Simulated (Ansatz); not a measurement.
NaF built on the CsCl prototype, relaxed with r2SCAN: 6 runs in the plane-wave code Ansatz, each a construction of maximally localised Wannier functions. Space group Pm-3m (No. 221), cubic; conventional cell a = 2.793 Å, 10.90 Å³ an atom. Na has 8 F at 2.42 Å; F has 8 Na at 2.42 Å. Note: simulated data, non-magnetic, for a generated structure that need not be the stable one.

```
CELL_PARAMETERS angstrom
2.79349 0.00000 0.00000
0.00000 2.79349 0.00000
0.00000 0.00000 2.79349
ATOMIC_POSITIONS crystal
Na 0.00000 0.00000 0.00000
F 0.50000 0.50000 0.50000
```

Windows count from the top of the filled bands; a dash means that no such window was set (without an outer window there is no disentanglement). Rows marked drawn have settings drawn at random (some not listed).

```csv
functional,SCF mesh,trial orbitals,functions,mesh,window (eV),frozen (eV),settings,Ω total (Å²),Ω invariant (Å²),largest spread (Å²),least projectability,"interpolation miss of the model's filled bands (eV, to the nearest computed level)"
PBE,8×8×8,"F s, F p",4,4×4×4,–,–,chosen,2.91,2.59,0.74,0.69,0.072
PBE,8×8×8,F p,3,6×6×6,–,–,chosen,1.81,1.80,0.60,0.97,0.007
r2SCAN,8×8×8,F p,3,6×6×6,–,–,chosen,1.76,1.76,0.59,0.97,0.005
PBE,8×8×8,"F s, F p",4,2×2×2,–,–,drawn,2.07,1.78,0.53,0.73,0.194
```

Question: Estimate from these rows what the further settings give.
```tsv
functional	SCF mesh	trial orbitals	functions	mesh	window (eV)	frozen (eV)	settings
PBE	8×8×8	F s, F p	4	8×8×8	–	–	chosen
PBE	8×8×8	F s, F p	4	6×6×6	–	–	chosen
```

Answer:
```
functional  SCF mesh  trial orbitals  functions   mesh  window (eV)  frozen (eV)  settings  Ω total (Å²)  Ω invariant (Å²)  largest spread (Å²)  least projectability  interpolation miss of the model's filled bands (eV, to the nearest computed level)
       PBE     8×8×8        F s, F p          4  8×8×8            –            –    chosen          3.17              2.85                 0.80                  0.67                                                                               0.025
       PBE     8×8×8        F s, F p          4  6×6×6            –            –    chosen          3.10              2.78                 0.78                  0.68                                                                               0.042
```

For F s, F p with PBE the spread goes 2.91 Å² (4×4×4), 3.10 Å² (6×6×6), 3.17 Å² (8×8×8): finite differences on a coarse mesh understate it.
